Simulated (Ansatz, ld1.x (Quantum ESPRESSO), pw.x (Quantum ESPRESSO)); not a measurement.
## pw.x on sc Cs: one setting changed

Potential: PAW, ld1.x (Quantum ESPRESSO) 7.5, PBE; core [Kr] 4d10, reference 5s2 5p6 5d0 6s1 6p0; waves: 5s (bound): rcut 2.25, rcutus 2.80 bohr; 6s (bound): rcut 2.25, rcutus 2.80 bohr; 5p (bound): rcut 2.90, rcutus 3.60 bohr; 6p (bound, empty): rcut 2.90, rcutus 3.60 bohr; 5d (bound, empty): rcut 3.00, rcutus 4.00 bohr; 5d channel at 5.2 Ry: rcut 3.00, rcutus 4.00 bohr; local part: all-electron potential smoothed inside 3.00 bohr (lloc = -2); core correction: Bessel-smoothed model core, default radius (core density twice the valence density); augmentation: BESSEL, radius 2.25 bohr.

The reference run (k-mesh 8³, cutoffs 40/320 Ry, Fermi–Dirac 0.01 Ry, mixing_beta 0.4, conv_thr 1e-9, no spin) gives -0.02 GPa at 127.569 Å³/atom, where all-electron LAPW gives -0.00 GPa. This run, with its own iteration cap, changes k-mesh points per axis to 2.

```
&control
  calculation='scf', prefix='x', pseudo_dir='./', outdir='./tmp', tstress=.true., disk_io='none'
/
&system
  ibrav=0, nat=1, ntyp=1, ecutwfc=40, ecutrho=320, nbnd=12,
  occupations='smearing', smearing='fd', degauss=0.01
/
&electrons
  conv_thr=1e-09, mixing_beta=0.4, electron_maxstep=60
/
ATOMIC_SPECIES
Cs 1.0 Cs.UPF
CELL_PARAMETERS angstrom
  5.03402132 0.00000000 0.00000000
  0.00000000 5.03402132 0.00000000
  0.00000000 0.00000000 5.03402132
ATOMIC_POSITIONS crystal
Cs 0.0000 0.0000 0.0000
K_POINTS automatic
2 2 2 0 0 0
```

```bash
pw.x < Cs.scf.in > Cs.scf.out
```

Q: How does the run end?

A: It converges in 23 iterations; the free energy moves by +18.8 meV/atom and the pressure by -0.06 GPa.

```
Message from routine setup:
     using ibrav=0 with symmetry is DISCOURAGED, use correct ibrav instead
     lattice parameter (alat)  =       9.5129  a.u.
     unit-cell volume          =     860.8783 (a.u.)^3
     number of electrons       =         9.00
     number of Kohn-Sham states=           12
     kinetic-energy cutoff     =      40.0000  Ry
     charge density cutoff     =     320.0000  Ry
     scf convergence threshold =      1.0E-09
     Exchange-correlation= SLA  PW   PBX  PBC
     number of k points=     4  Fermi-Dirac smearing, width (Ry)=  0.0100
     iteration #  1     ecut=    40.00 Ry     beta= 0.40
     total energy              =    -415.75435064 Ry
     estimated scf accuracy    <       0.00217633 Ry
     iteration #  2     ecut=    40.00 Ry     beta= 0.40
     total energy              =    -415.75416118 Ry
     estimated scf accuracy    <       0.00052254 Ry
     iteration #  3     ecut=    40.00 Ry     beta= 0.40
     total energy              =    -415.75436566 Ry
     estimated scf accuracy    <       0.00013596 Ry
     [... 17 iterations left out ...]
     iteration # 21     ecut=    40.00 Ry     beta= 0.40
     total energy              =    -415.75447135 Ry
     estimated scf accuracy    <       0.00000003 Ry
     iteration # 22     ecut=    40.00 Ry     beta= 0.40
     total energy              =    -415.75447136 Ry
     estimated scf accuracy    <          2.0E-09 Ry
     iteration # 23     ecut=    40.00 Ry     beta= 0.40
     the Fermi energy is     1.6930 ev
!    total energy              =    -415.75447136 Ry
     estimated scf accuracy    <          1.9E-10 Ry
     smearing contrib. (-TS)   =      -0.00617780 Ry
     The total energy is F=E-TS. E is the sum of the following terms:
     one-electron contribution =     -18.53275259 Ry
     hartree contribution      =      13.41137141 Ry
     xc contribution           =     -56.43841216 Ry
     ewald contribution        =     -24.15883421 Ry
     one-center paw contrib.   =    -330.02966600 Ry
     convergence has been achieved in  23 iterations
          total   stress  (Ry/bohr**3)                   (kbar)     P=       -0.72
     Message from routine punch:
     Nothing written, as per user request (disk_io='none')
```

The run took about 22 s on one core of a shared host (Neoverse-V2, 96 threads, 742 GiB, load 29).
